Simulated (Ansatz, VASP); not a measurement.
# One calculation of Sr, two programs

```xyz
1
Lattice="0.0000 3.1640 2.7990 3.1640 0.0000 2.7990 3.1640 3.1640 0.0000" Properties=species:S:1:pos:R:3 pbc="T T T"
Sr    0.0000    0.0000    0.0000
```

Change from the starting cell: strain +0.040 along x and y, -0.080 along z, atoms carried along.

Alike in both runs: task single point; functional PBEsol; k mesh 10 × 10 × 10; occupations gaussian, width 0.03 eV; no spin polarisation.

|  | VASP | Ansatz |
| --- | --- | --- |
| version | VASP 6.6.1 | Ansatz 0.2.0 |
| potentials or method | VASP PAW PBE potentials, release 64 (Sr_sv) | scalar-relativistic, plane waves, PAW |
| plane-wave cutoff (eV) | 520 | 420 |
| valence electrons in the cell | 10 | 10 |

```csv
,VASP,Ansatz,Ansatz less VASP
gap on the k mesh at the Fermi level (eV),none,none,-
pressure (GPa),-0.9,-0.9,-0.01
largest component of the traceless stress (GPa),0.08,0.08,+0.001
```

A gap of «none» marks a metal or a gap that the smearing closes. The functional is the same, so the differences come from potentials, cutoffs and numerics.

Caveats: the PAW data sets were made with another functional, which shifts forces and pressure a little (VASP).
